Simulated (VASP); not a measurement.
BaZrO3 in VASP 6.6.1, single-point calculation

INCAR

```
LASPH = .TRUE.
ENCUT = 300
EDIFF = 1E-7
NBANDS = 28
LCHARG = .FALSE.
GGA = PE
ISIF = 2
PREC = Accurate
NSW = 0
LREAL = .FALSE.
IBRION = -1
LWAVE = .FALSE.
NELM = 120
SIGMA = 0.2
ISMEAR = 1
```

KPOINTS

```
KPOINTS created by Atomic Simulation Environment
0
Gamma
6 6 6
0 0 0
```

POSCAR

```
Ba Zr O
 1.0000000000000000
     4.2053549141947002   -0.0000000000000000   -0.0000000000000000
    -0.0000000000000000    4.2053549141947002    0.0000000000000000
    -0.0000000000000000    0.0000000000000000    4.2053549141947002
 Ba  Zr  O
   1   1   3
Cartesian
 -0.0000000000000000  0.0000000000000000 -0.0000000000000000
  2.1026774570973505  2.1026774570973505  2.1026774570973505
  2.1026774570973505  2.1026774570973505  0.0000000000000000
  2.1026774570973505 -0.0000000000000000  2.1026774570973505
  0.0000000000000000  2.1026774570973505  2.1026774570973505
```

The recommended PBE PAW datasets give the neutral cell 40 valence electrons.

Command

```
mpirun -np 1 vasp_std
```

Predict the outcome of this run.

It converged. Results: gap between bands v and c on the k mesh 3.21 eV; least direct gap on the k mesh 3.47 eV; pressure -26.7 GPa. Band v is the last that the valence electrons fill when counted band by band, and c is the next.

OSZICAR

```
N       E                     dE             d eps       ncg     rms          rms(c)
DAV:   1     0.211771942144E+03    0.21177E+03   -0.16050E+04  1128   0.917E+02
DAV:   2    -0.339335302633E+02   -0.24571E+03   -0.23794E+03  1424   0.280E+02
DAV:   3    -0.483475947131E+02   -0.14414E+02   -0.14375E+02  1824   0.612E+01
DAV:   4    -0.486459980795E+02   -0.29840E+00   -0.29811E+00  1524   0.699E+00
DAV:   5    -0.486505571512E+02   -0.45591E-02   -0.45586E-02  1544   0.752E-01    0.280E+01
DAV:   6    -0.423079148101E+02    0.63426E+01   -0.27282E+01  1336   0.318E+01    0.126E+01
DAV:   7    -0.422218040846E+02    0.86111E-01   -0.19902E+00  1628   0.713E+00    0.714E+00
DAV:   8    -0.421832596867E+02    0.38544E-01   -0.26036E-01  1272   0.349E+00    0.618E-01
DAV:   9    -0.421799487649E+02    0.33109E-02   -0.47271E-02  1456   0.111E+00    0.448E-01
DAV:  10    -0.421810900808E+02   -0.11413E-02   -0.12679E-02  1564   0.865E-01    0.208E-01
DAV:  11    -0.421808107296E+02    0.27935E-03   -0.14404E-03  1376   0.279E-01    0.334E-02
DAV:  12    -0.421808702757E+02   -0.59546E-04   -0.14947E-04  1336   0.799E-02    0.471E-02
DAV:  13    -0.421808634952E+02    0.67805E-05   -0.23850E-05  1576   0.345E-02    0.497E-03
DAV:  14    -0.421808630633E+02    0.43191E-06   -0.28708E-06  1436   0.951E-03    0.177E-03
DAV:  15    -0.421808631683E+02   -0.10501E-06   -0.13892E-07  1148   0.222E-03    0.742E-04
DAV:  16    -0.421808632379E+02   -0.69632E-07   -0.22950E-08   732   0.936E-04
   1 F= -.42180863E+02 E0= -.42183501E+02  d E =0.791408E-02
```

These settings aren't sound, so the numbers aren't properties of the crystal.

On sound settings PBE gives a gap of 3.17 eV on its mesh and a pressure of 3.4 GPa for the intended cell.
